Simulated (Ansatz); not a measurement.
# SnTe (F-43m) in Ansatz: settings compared

One crystal, SnTe, is run at these levels: LDA, PBEsol; tasks: relaxation of cell and atoms.

Program: Ansatz 0.2.0. These are calculated values, not measurements. Logs are shortened: lines on timing, memory, paths and dates and some standing lists are left out, and cuts for length are marked.

## 1. The structure

It takes space group F-43m (No. 216, cubic). The conventional cell has a = 7.222 Å, b = 7.222 Å, c = 7.222 Å, α = 90.00°, β = 90.00°, γ = 90.00°. Te (site symmetry -43m) has 4 Sn at 3.13 Å as nearest neighbours. Sn (site symmetry -43m) is surrounded by 4 Te at 3.13 Å.

Measurements of this composition are mostly on another form, of space group No. 225.

## 2. Relaxation of cell and atoms, LDA

Input file input.yaml:

```yaml
crystal:
  lattice:
    - [0.0, 3.611146, 3.611146]
    - [3.611146, 0.0, 3.611146]
    - [3.611146, 3.611146, 0.0]
  atoms:
    - { symbol: Te, position: [0.25, 0.25, 0.25] }
    - { symbol: Sn, position: [0.0, 0.0, 0.0] }
hamiltonian:
  xc: lda
  pseudopotentials: { kind: paw }
kpoints:
  mp_grid: { grid: [7, 7, 7] }
scf:
  occupations: { method: fermi_dirac, width: 0.05 }
output:
  forces: true
  stress: true
  eigenvalues: true
relax:
  f_tol: 0.01
  max_steps: 40
  cell: { stress_tol: 0.05 }
```

Potentials or basis: Ansatz PAW.

Command:

```bash
> ansatz run input.yaml --threads 2 --pin off --max-ram 5632MiB --backend cpu --events-out ev --progress --plain --runs-dir out
```

Log:

```text
Warning: RAYON_NUM_THREADS=2 ignored (pool sized by the plan → 2); use --threads N
Engine: ansatz 0.2.0, aarch64-unknown-linux-gnu
Pseudopotentials: kind: paw
Pseudopotential: Te, paw, valence charge 16, recommended cutoff 420 eV (normal), Te.paw.azcp
Pseudopotential: Sn, paw, valence charge 14, recommended cutoff 420 eV (normal), Sn.paw.azcp
Functional definition: SPW92
  exchange = slater_x
  correlation = pw_c
Crystal: 2 atoms, lattice volume = 94.181 Å³
Basis set: ecut = 420 eV, 1837 PW (Γ)
Bands: 19, of which v1, the nominal top of the filled ones, is band 15 counted from 1 (14 counted from 0)
Symmetry: 24 space group operations
Space group: F-43m (ITA 216), of the structure as read, at distance tolerance 4.5e-5 Å
k-points: 20 of 343 (time reversal used)
Non-local potential: Te, projectors of the file, l = 0: 2, l = 1: 2, l = 2: 2, l = 3: 2
Non-local potential: Sn, projectors of the file, l = 0: 2, l = 1: 2, l = 2: 2, l = 3: 2
PAW form: soft (Blöchl's): semilocal exchange-correlation on the pseudo side does not see the compensation charge
PAW frozen core: Te, regenerated for the run's functional, and the local potential with it (the file was generated under x = pbe(κ = 0.804, μ = 0.2195149727645171), c = pbe(β = 0.06672455060314922))
PAW frozen core: Sn, regenerated for the run's functional, and the local potential with it (the file was generated under x = pbe(κ = 0.804, μ = 0.2195149727645171), c = pbe(β = 0.06672455060314922))
PAW one-centre angular grid: Te, 590 points (default); XC on 64 Gauss nodes
PAW one-centre angular grid: Sn, 590 points (default); XC on 64 Gauss nodes
Initial density: superposition of atomic densities (neutral atoms: chi_scale 0, normalization atom), corrected by the library's trained network
Initial wavefunctions: pseudopotential atomic-orbital guess
Functional: x = slater, c = lda
SCF iter   1: F=—  HF=-12706.449772 eV  |F-HF|=—  |Δ(HF+E_count)|=         —  Δρ=4.41e-3  dr2=1.33e-2  ethr=1.77e-3  ⟨swp⟩=6.2  Hψ=1977  notcnv=0
preconditioner: auto → none  [insulator: Δε(μ)=0.299 eV  Ē_g=7.765 eV  σ=0.050 eV  W_gap=0.88  n_scr=14 (ndim 8)  ℏωp=12.1 eV  f_vac=0.195  D(μ)=0.13/eV (n_scr^D=0)  ε∞_Penn≈3.4]
SCF iter   2: F=—  HF=-12706.443978 eV  |F-HF|=—  |Δ(HF+E_count)|=   5.79e-3  Δρ=1.76e-3  dr2=2.74e-3  ethr=4.44e-5  ⟨swp⟩=2.1  Hψ=726  notcnv=0
SCF iter   3: F=—  HF=-12706.443161 eV  |F-HF|=—  |Δ(HF+E_count)|=   8.17e-4  Δρ=8.73e-4  dr2=7.52e-4  ethr=9.15e-6  ⟨swp⟩=2.1  Hψ=672  notcnv=0
SCF iter   4: F=—  HF=-12706.442984 eV  |F-HF|=—  |Δ(HF+E_count)|=   1.77e-4  Δρ=1.05e-4  dr2=1.02e-5  ethr=2.51e-6  ⟨swp⟩=2.8  Hψ=560  notcnv=0
SCF iter   5: F=—  HF=-12706.442985 eV  |F-HF|=—  |Δ(HF+E_count)|=   1.08e-6  Δρ=1.12e-4  dr2=7.34e-6  ethr=3.42e-8  ⟨swp⟩=2.0  Hψ=681  notcnv=0
SCF iter   6: F=—  HF=-12706.442980 eV  |F-HF|=—  |Δ(HF+E_count)|=   5.22e-6  Δρ=3.65e-5  dr2=7.54e-7  ethr=2.45e-8  ⟨swp⟩=2.0  Hψ=620  notcnv=0
SCF iter   7: F=-12706.442979 eV  HF=-12706.442979 eV  |F-HF|=8.69e-8  |Δ(HF+E_count)|=   5.01e-7  Δρ=1.11e-5  dr2=6.72e-8  ethr=3.33e-10  ⟨swp⟩=4.7  Hψ=1865  notcnv=0
SCF 1 converged in 7 iterations: F = -12706.442979 eV  dr2 = 6.72e-8
relax step   1: F+E_penalty+E_count = -12706.44297937 eV  Δ(F+E_penalty+E_count) = +0.000e0 eV  max|allowed force component| = 3.562e-16 eV/Å  Δτ_max = 0.0000 Å  P = -2.200 GPa  Ω = 94.181 Å³  (7 SCF iters, dr2 threshold 1.00e-7 eV, accepted)
Crystal: 2 atoms, lattice volume = 86.217 Å³
Basis set: ecut = 420 eV, 1687 PW (Γ)
Initial density: handed on by an earlier stage of this run
Initial wavefunctions: those handed on with the density
iter 1 solved again at ethr=2.57e-5 eV; its pass at ethr=3.10e-3 eV (dr2=7.72e-3 eV) is discarded
SCF iter   1: F=—  HF=-12706.507050 eV  |F-HF|=—  |Δ(HF+E_count)|=         —  Δρ=1.90e-3  dr2=7.54e-3  ethr=2.57e-5  ⟨swp⟩=2.0  Hψ=2513  notcnv=0
preconditioner: auto → none  [insulator: Δε(μ)=0.183 eV  Ē_g=8.035 eV  σ=0.050 eV  W_gap=0.64  n_scr=14 (ndim 8)  ℏωp=12.6 eV  f_vac=0.164  D(μ)=0.63/eV (n_scr^D=0)  ε∞_Penn≈3.5]
SCF iter   2: F=—  HF=-12706.505160 eV  |F-HF|=—  |Δ(HF+E_count)|=   1.89e-3  Δρ=8.51e-4  dr2=1.45e-3  ethr=2.51e-5  ⟨swp⟩=2.0  Hψ=538  notcnv=0
SCF iter   3: F=—  HF=-12706.504767 eV  |F-HF|=—  |Δ(HF+E_count)|=   3.92e-4  Δρ=3.42e-4  dr2=1.15e-4  ethr=4.83e-6  ⟨swp⟩=2.0  Hψ=456  notcnv=0
SCF iter   4: F=—  HF=-12706.504743 eV  |F-HF|=—  |Δ(HF+E_count)|=   2.50e-5  Δρ=9.17e-5  dr2=7.15e-6  ethr=3.84e-7  ⟨swp⟩=2.1  Hψ=546  notcnv=0
SCF iter   5: F=—  HF=-12706.504741 eV  |F-HF|=—  |Δ(HF+E_count)|=   1.05e-6  Δρ=3.09e-5  dr2=4.32e-7  ethr=2.38e-8  ⟨swp⟩=2.5  Hψ=586  notcnv=0
SCF iter   6: F=-12706.504741 eV  HF=-12706.504742 eV  |F-HF|=6.50e-8  |Δ(HF+E_count)|=   5.36e-8  Δρ=7.09e-6  dr2=5.09e-8  ethr=6.67e-10  ⟨swp⟩=6.0  Hψ=1700  notcnv=0
SCF 2 converged in 6 iterations: F = -12706.504741 eV  dr2 = 5.09e-8
relax step   2: F+E_penalty+E_count = -12706.50474145 eV  Δ(F+E_penalty+E_count) = -6.176e-2 eV  max|allowed force component| = 2.510e-16 eV/Å  Δτ_max = 0.0000 Å  P = -0.097 GPa  Ω = 86.217 Å³  energy of the carried Pulay correction = +1.022e-3 eV  (6 SCF iters, dr2 threshold 2.00e-7 eV, accepted)
Crystal: 2 atoms, lattice volume = 85.881 Å³
iter 1 solved again at ethr=9.50e-8 eV; its pass at ethr=3.10e-3 eV (dr2=2.85e-5 eV) is discarded
SCF iter   1: F=—  HF=-12706.504885 eV  |F-HF|=—  |Δ(HF+E_count)|=         —  Δρ=9.15e-5  dr2=1.65e-5  ethr=9.50e-8  ⟨swp⟩=3.0  Hψ=2396  notcnv=0
preconditioner: auto → none  [insulator: Δε(μ)=0.187 eV  Ē_g=8.053 eV  σ=0.050 eV  W_gap=0.63  n_scr=14 (ndim 8)  ℏωp=12.7 eV  f_vac=0.169  D(μ)=0.61/eV (n_scr^D=0)  ε∞_Penn≈3.5]
SCF iter   2: F=—  HF=-12706.504879 eV  |F-HF|=—  |Δ(HF+E_count)|=   5.60e-6  Δρ=3.91e-5  dr2=3.05e-6  ethr=5.50e-8  ⟨swp⟩=2.0  Hψ=466  notcnv=0
SCF iter   3: F=—  HF=-12706.504878 eV  |F-HF|=—  |Δ(HF+E_count)|=   8.85e-7  Δρ=1.57e-5  dr2=2.51e-7  ethr=1.02e-8  ⟨swp⟩=2.2  Hψ=505  notcnv=0
SCF iter   4: F=-12706.504878 eV  HF=-12706.504878 eV  |F-HF|=2.95e-9  |Δ(HF+E_count)|=   4.88e-8  Δρ=4.18e-6  dr2=1.17e-8  ethr=7.92e-11  ⟨swp⟩=4.0  Hψ=1637  notcnv=0
SCF 3 converged in 4 iterations: F = -12706.504878 eV  dr2 = 1.17e-8
relax step   3: F+E_penalty+E_count = -12706.50487799 eV  Δ(F+E_penalty+E_count) = -1.365e-4 eV  max|allowed force component| = 1.538e-16 eV/Å  Δτ_max = 0.0000 Å  P = +0.012 GPa  Ω = 85.881 Å³  energy of the carried Pulay correction = +1.069e-3 eV  (4 SCF iters, dr2 threshold 2.38e-8 eV, accepted)
Initial wavefunctions: pseudopotential atomic-orbital guess (no wavefunctions were taken with the density)
iter 1 solved again at ethr=3.58e-7 eV; its pass at ethr=3.10e-3 eV (dr2=1.07e-4 eV) is discarded
SCF iter   1: F=—  HF=-12706.503928 eV  |F-HF|=—  |Δ(HF+E_count)|=         —  Δρ=7.09e-5  dr2=6.47e-7  ethr=3.58e-7  ⟨swp⟩=3.1  Hψ=3051  notcnv=0
preconditioner: auto → none  [insulator: Δε(μ)=0.187 eV  Ē_g=8.053 eV  σ=0.050 eV  W_gap=0.62  n_scr=14 (ndim 8)  ℏωp=12.7 eV  f_vac=0.169  D(μ)=0.61/eV (n_scr^D=0)  ε∞_Penn≈3.5]
SCF iter   2: F=—  HF=-12706.503927 eV  |F-HF|=—  |Δ(HF+E_count)|=   1.55e-6  Δρ=3.30e-5  dr2=1.50e-7  ethr=2.16e-9  ⟨swp⟩=2.2  Hψ=671  notcnv=0
SCF iter   3: F=—  HF=-12706.503927 eV  |F-HF|=—  |Δ(HF+E_count)|=   2.16e-8  Δρ=5.67e-6  dr2=6.71e-9  ethr=5.01e-10  ⟨swp⟩=2.7  Hψ=633  notcnv=0
SCF iter   4: F=—  HF=-12706.503927 eV  |F-HF|=—  |Δ(HF+E_count)|=  6.55e-11  Δρ=9.99e-7  dr2=3.39e-10  ethr=2.24e-11  ⟨swp⟩=2.0  Hψ=595  notcnv=0
SCF iter   5: F=—  HF=-12706.503927 eV  |F-HF|=—  |Δ(HF+E_count)|=  8.00e-11  Δρ=2.63e-7  dr2=1.68e-10  ethr=1.13e-12  ⟨swp⟩=2.0  Hψ=581  notcnv=0
SCF iter   6: F=-12706.503927 eV  HF=-12706.503927 eV  |F-HF|=0.00e0  |Δ(HF+E_count)|=  4.91e-11  Δρ=9.34e-8  dr2=5.39e-12  ethr=1.00e-12  ⟨swp⟩=5.5  Hψ=1875  notcnv=0
SCF 4 converged in 6 iterations: F = -12706.503927 eV  dr2 = 5.39e-12
relax step   4: F+E_penalty+E_count = -12706.50392682 eV  Δ(F+E_penalty+E_count) = +9.512e-4 eV  max|allowed force component| = 1.590e-16 eV/Å  Δτ_max = 0.0000 Å  P = +0.006 GPa  Ω = 85.881 Å³  stress off target by 6.45e-3 GPa  SCF on the basis re-selected at this cell (its energy is not comparable with the rows above)  (6 SCF iters)
basis re-selected at this cell: Δ(F+E_penalty+E_count) = +9.512e-4 eV, ΔP = -0.006 GPa vs the last step (what re-selecting the basis moved, of the pressure what is left beyond the Pulay correction that the steps carried, after the strain that the cell walked since its last selection, with what the two solves' SCF thresholds leave and, on support functions, any second-order correction that the steps lacked; it is no measure of the basis error at this ecutwfc). This SCF's stress stands 6.45e-3 GPa from its target on what of the cell is left free (relax.cell.stress_tol is 5.00e-2 GPa) and its largest allowed force component is 1.59e-16 eV/Å (relax.f_tol is 1.00e-2 eV/Å): within both
SCF converged after 6 iterations
Free energy (F): -12706.503927 eV
Harris-Foulkes:  -12706.503927 eV  (|F-HF|=0.00e0)
Internal energy: -12706.498860 eV  (E = F + TS)
E sigma→0 (E₀):  -12706.501394 eV
Entropy (-TS):   -0.005067 eV (-2.533 meV/atom)
Fermi energy:    5.590154 eV
--- Per-component energies (eV) ---
  E_band       = -466.984576
  E_kinetic    = 367.902457
  E_local      = -2909.931136  (includes V_loc(G=0)·N_el)
  E_nonlocal   = -333.321977
  E_hartree    = 1671.387226
  E_xc         = -502.976341
  E_vxc        = -203.174913  (∫ρ·V_xc dr)
  E_paw        = -8500.895715  (= ΣΔE_a)
  E_vpaw       = -731.233232  (= ΣTr[D̂ρ^β])
  E_aug_tail   = -0.000188  (compensation charges beyond the density's cutoff)
  E_ewald      = -2499.766745
  E_core_change = 1.103559  (= ΣΔE_core)
  E_smearing   = -0.005067  (= −TS)
  E_closure    = 0.000000  (closes the sum)
  Σ components = -12706.503927   (vs F -12706.503927, Δ=0.00e0)
--- Forces (eV/Å), atoms counted from 1 ---
  atom   1  Te     0.00000000    -0.00000000    -0.00000000
  atom   2  Sn     0.00000000     0.00000000     0.00000000
  max |Σ_I F_I| component: 2.56e-16 eV/Å
--- Stress (GPa, compression-positive) ---
        0.006450      -0.000000      -0.000000
       -0.000000       0.006450       0.000000
       -0.000000       0.000000       0.006450
  P = ⅓ Tr σ = 0.0065 GPa (0.065 kbar)
--- Band table (eV; the first three rows and the last of 20) ---
  k-point 0: bands = ["-31.1216", "-31.1216", "-31.1216", "-31.1170", "-31.1170", "-16.0483", "-16.0483", "-16.0483", "-16.0314", "-16.0314", "-6.4407", "0.5850", "3.5324", "3.5324", "3.5324", "6.5723", "6.5723", "6.5723", "9.5406"]
  k-point 1: bands = ["-31.1216", "-31.1216", "-31.1216", "-31.1170", "-31.1170", "-16.0487", "-16.0478", "-16.0478", "-16.0314", "-16.0314", "-6.3395", "0.0604", "3.3890", "3.3890", "3.6728", "6.7612", "6.8051", "6.8051", "10.2260"]
  k-point 2: bands = ["-31.1216", "-31.1215", "-31.1215", "-31.1170", "-31.1170", "-16.0498", "-16.0468", "-16.0468", "-16.0314", "-16.0314", "-6.0811", "-0.8917", "3.1249", "3.1249", "3.6188", "7.2071", "7.2071", "7.7287", "10.9533"]
  k-point 19: bands = ["-31.1216", "-31.1215", "-31.1214", "-31.1170", "-31.1169", "-16.0525", "-16.0452", "-16.0438", "-16.0321", "-16.0309", "-5.5347", "-2.0083", "1.7356", "2.2011", "5.5101", "7.0581", "8.0143", "8.8617", "10.6593"]
--- Relaxed structure (3 steps of the walk, 3 accepted, 1 SCFs on fresh bases) ---
  F+E_penalty+E_count = -12706.50392682 eV   max|allowed force component| = 1.590e-16 eV/Å   (the final SCF, on the basis selected at the relaxed cell)
  cell:  # Å, volume = 85.8809 Å³
    - [1.669132416713376e-33, 3.5017804759542916, 3.5017804759542916]
    - [3.5017804759542916, 3.1209153701485505e-34, 3.5017804759542916]
    - [3.5017804759542916, 3.5017804759542916, 3.2244151145667476e-35]
  atoms:
    - { symbol: Te, position: [0.24999999999999997, 0.24999999999999997, 0.24999999999999997] }
    - { symbol: Sn, position: [1.4844331998423234e-33, -1.9999848500869624e-33, -1.3422120549472502e-33] }
```

It took 7 s on 2 threads of Arm Neoverse V2, shared host; peak memory 0.37 GiB.

Results:

- Free energy: -12706.5039 eV
- Relaxed volume: 42.94 Å³/atom
- Relaxed cell: a = 4.952 Å, b = 4.952 Å, c = 4.952 Å, α = 60.00°, β = 60.00°, γ = 60.00°
- Space group after relaxing (to 0.05 Å): F-43m (No. 216)
- Energy gained by relaxing: 30.5 meV/atom
- Ionic steps: 4
- Pressure after relaxing: 0.0 GPa
- Band gap on the k mesh: none (metal or under the smearing width)

Step by step:
| step | energy change (eV) | largest force (eV/Å) | volume (Å³) |
| --- | --- | --- | --- |
| 1 | 0.0000 | 0.0000 | 94.18 |
| 2 | -0.0618 | 0.0000 | 86.22 |
| 3 | -0.0619 | 0.0000 | 85.88 |
| 4 | -0.0609 | 0.0000 | 85.88 |

Final structure:
```
CELL_PARAMETERS angstrom
0.00000 3.50178 3.50178
3.50178 0.00000 3.50178
3.50178 3.50178 0.00000
ATOMIC_POSITIONS crystal
Te 0.25000 0.25000 0.25000
Sn 0.00000 0.00000 0.00000
```

Caveat: the plane-wave basis is chosen anew once the cell has moved, so the energies of steps on either side of that aren't comparable; the PAW data sets come from PBE, with cores solved anew for the run's functional, which leaves a small shift of forces and pressure. The run has no spin-orbit coupling, so splittings on Te are missing.

## 3. Relaxation of cell and atoms, PBEsol

input.yaml: that of step 2 with these lines changed.

```diff
@@ -9,3 +9,3 @@
 hamiltonian:
-  xc: lda
+  xc: pbesol
   pseudopotentials: { kind: paw }
```

Potentials or basis: Ansatz PAW.

Command:

```bash
> ansatz run input.yaml --threads 2 --pin off --max-ram 5632MiB --backend cpu --events-out ev --progress --plain --runs-dir out
```

Log:

```text
Warning: RAYON_NUM_THREADS=2 ignored (pool sized by the plan → 2); use --threads N
[... 4 set-up lines as earlier in the session ...]
Functional definition: PBEsol
  exchange = pbesol_x
  correlation = pbesol_c
Crystal: 2 atoms, lattice volume = 94.181 Å³
Basis set: ecut = 420 eV, 1837 PW (Γ), exchange–correlation on 72×72×72 points (8 copies of the dense FFT grid, shifted against one another)
Bands: 19, of which v1, the nominal top of the filled ones, is band 15 counted from 1 (14 counted from 0)
[... 2 set-up lines as earlier in the session ...]
k-points: 20 of 343 (time reversal used)
[... 9 set-up lines as earlier in the session ...]
Functional: x = pbesol(κ = 0.804, μ = 0.12345679012345678), c = pbesol(β = 0.046)
SCF iter   1: F=—  HF=-12851.115780 eV  |F-HF|=—  |Δ(HF+E_count)|=         —  Δρ=2.33e-3  dr2=8.33e-3  ethr=1.77e-3  ⟨swp⟩=6.2  Hψ=1972  notcnv=0
preconditioner: auto → none  [insulator: Δε(μ)=0.316 eV  Ē_g=7.773 eV  σ=0.050 eV  W_gap=0.90  n_scr=14 (ndim 8)  ℏωp=12.1 eV  f_vac=0.195  D(μ)=0.11/eV (n_scr^D=0)  ε∞_Penn≈3.4]
SCF iter   2: F=—  HF=-12851.112670 eV  |F-HF|=—  |Δ(HF+E_count)|=   3.11e-3  Δρ=1.04e-3  dr2=1.62e-3  ethr=2.78e-5  ⟨swp⟩=2.0  Hψ=721  notcnv=0
SCF iter   3: F=—  HF=-12851.112256 eV  |F-HF|=—  |Δ(HF+E_count)|=   4.14e-4  Δρ=5.18e-4  dr2=1.79e-4  ethr=5.39e-6  ⟨swp⟩=3.0  Hψ=663  notcnv=0
SCF iter   4: F=—  HF=-12851.112345 eV  |F-HF|=—  |Δ(HF+E_count)|=   8.92e-5  Δρ=7.21e-5  dr2=5.21e-6  ethr=5.96e-7  ⟨swp⟩=2.0  Hψ=681  notcnv=0
[... 39 lines left out ...]
SCF converged after 5 iterations
Free energy (F): -12851.136329 eV
Harris-Foulkes:  -12851.136329 eV  (|F-HF|=1.09e-11)
Internal energy: -12851.132637 eV  (E = F + TS)
E sigma→0 (E₀):  -12851.134483 eV
Entropy (-TS):   -0.003691 eV (-1.846 meV/atom)
Fermi energy:    5.434654 eV
--- Per-component energies (eV) ---
  E_band       = -471.207622
  E_kinetic    = 365.772677
  E_local      = -2948.277661  (includes V_loc(G=0)·N_el)
  E_nonlocal   = -339.037306
  E_hartree    = 1689.554186
  E_xc         = -502.584741
  E_vxc        = -200.497669  (∫ρ·V_xc dr)
  E_paw        = -8645.641447  (= ΣΔE_a)
  E_vpaw       = -728.275939  (= ΣTr[D̂ρ^β])
  E_aug_tail   = -0.000191  (compensation charges beyond the density's cutoff)
  E_ewald      = -2471.577810
  E_core_change = 0.659655  (= ΣΔE_core)
  E_smearing   = -0.003691  (= −TS)
  E_closure    = -0.000000  (closes the sum)
  Σ components = -12851.136329   (vs F -12851.136329, Δ=0.00e0)
--- Forces (eV/Å), atoms counted from 1 ---
  atom   1  Te     0.00000000    -0.00000000    -0.00000000
  atom   2  Sn    -0.00000000     0.00000000    -0.00000000
  max |Σ_I F_I| component: 4.63e-16 eV/Å
--- Stress (GPa, compression-positive) ---
        0.002930      -0.000000      -0.000000
       -0.000000       0.002930       0.000000
       -0.000000       0.000000       0.002930
  P = ⅓ Tr σ = 0.0029 GPa (0.029 kbar)
--- Band table (eV; the first three rows and the last of 20) ---
  k-point 0: bands = ["-31.2539", "-31.2539", "-31.2539", "-31.2505", "-31.2505", "-16.2628", "-16.2628", "-16.2628", "-16.2495", "-16.2495", "-6.3974", "0.4125", "3.4019", "3.4019", "3.4019", "6.4208", "6.4208", "6.4208", "9.4295"]
  k-point 1: bands = ["-31.2539", "-31.2538", "-31.2538", "-31.2505", "-31.2505", "-16.2632", "-16.2624", "-16.2624", "-16.2495", "-16.2495", "-6.3018", "-0.0759", "3.2661", "3.2661", "3.5340", "6.6046", "6.6445", "6.6445", "10.0858"]
  k-point 2: bands = ["-31.2538", "-31.2538", "-31.2538", "-31.2505", "-31.2505", "-16.2640", "-16.2616", "-16.2616", "-16.2495", "-16.2495", "-6.0586", "-0.9721", "3.0145", "3.0145", "3.4916", "7.0356", "7.0356", "7.5290", "10.8173"]
  k-point 19: bands = ["-31.2538", "-31.2538", "-31.2537", "-31.2505", "-31.2504", "-16.2662", "-16.2602", "-16.2591", "-16.2500", "-16.2491", "-5.5499", "-2.0354", "1.6957", "2.1376", "5.3186", "6.8762", "7.8463", "8.6595", "10.4517"]
--- Relaxed structure (3 steps of the walk, 3 accepted, 1 SCFs on fresh bases) ---
  F+E_penalty+E_count = -12851.13632854 eV   max|allowed force component| = 3.053e-16 eV/Å   (the final SCF, on the basis selected at the relaxed cell)
  cell:  # Å, volume = 88.8531 Å³
    - [-9.426438260856843e-34, 3.5417191195515443, 3.5417191195515443]
    - [3.5417191195515443, -4.101774486480951e-33, 3.5417191195515443]
    - [3.5417191195515443, 3.5417191195515443, -2.4457785757898835e-33]
  atoms:
    - { symbol: Te, position: [0.25, 0.25, 0.25] }
    - { symbol: Sn, position: [1.484433199842323e-33, -1.4444335028405837e-33, -1.968873974641165e-33] }
```

Wall time 7 s (2 threads of Arm Neoverse V2, shared host); peak memory 0.39 GiB.

What came out:

```
Free energy                            : -12851.1363 eV
Relaxed volume                         : 44.43 Å³/atom
Relaxed cell                           : a = 5.009 Å, b = 5.009 Å, c = 5.009 Å, α = 60.00°, β = 60.00°, γ = 60.00°
Space group after relaxing (to 0.05 Å) : F-43m (No. 216)
Energy gained by relaxing              : 12.0 meV/atom
Ionic steps                            : 4
Pressure after relaxing                : 0.0 GPa
Band gap on the k mesh                 : 0.14 eV, indirect (least direct gap 0.73 eV)
```

The path:
```tsv
step	energy change (eV)	largest force (eV/Å)	volume (Å³)
1	0.0000	0.0000	94.18
2	-0.0245	0.0000	89.12
3	-0.0246	0.0000	88.85
4	-0.0240	0.0000	88.85
```

Final structure:
```xyz
2
Lattice="0.0000 3.5417 3.5417 3.5417 0.0000 3.5417 3.5417 3.5417 0.0000" Properties=species:S:1:pos:R:3 pbc="T T T"
Te    1.7709    1.7709    1.7709
Sn    0.0000    0.0000    0.0000
```

Caveat: odd divisions of the mesh miss points on the zone boundary, where band edges often lie, so the gap on the mesh can be too wide; the plane-wave basis is chosen anew once the cell has moved, so the energies of steps on either side of that aren't comparable; spin-orbit coupling is left out, which moves the levels of the heavy elements; the PAW data sets come from PBE, with cores solved anew for the run's functional, which leaves a small shift of forces and pressure.
